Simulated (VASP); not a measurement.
The system is C.

```
CELL_PARAMETERS angstrom
0.00000 1.78337 1.78337
1.78337 0.00000 1.78337
1.78337 1.78337 0.00000
ATOMIC_POSITIONS crystal
C 0.75000 0.75000 0.75000
C 0.50000 0.50000 0.50000
```

This isn't the form of C at room conditions, which is graphite.

Base run:

| Item | Value |
| --- | --- |
| Program | VASP 6.6.1 |
| Functional | BLYP |
| Potentials or basis | VASP PAW PBE potentials, release 64 (C) |
| Cutoff | 520 eV |
| k mesh | 13 × 13 × 13 |
| Occupations | fermi-dirac, width 0.05 eV |
| Spin | no spin polarisation |

Its results: band gap on the k mesh 4.47 eV, indirect (least direct gap 5.74 eV).

**Question.** The run is repeated on the same cell with these changes: functional from BLYP to revPBE. What comes out?

**Answer.** Band gap on the k mesh 4.13 eV, indirect (least direct gap 5.59 eV).
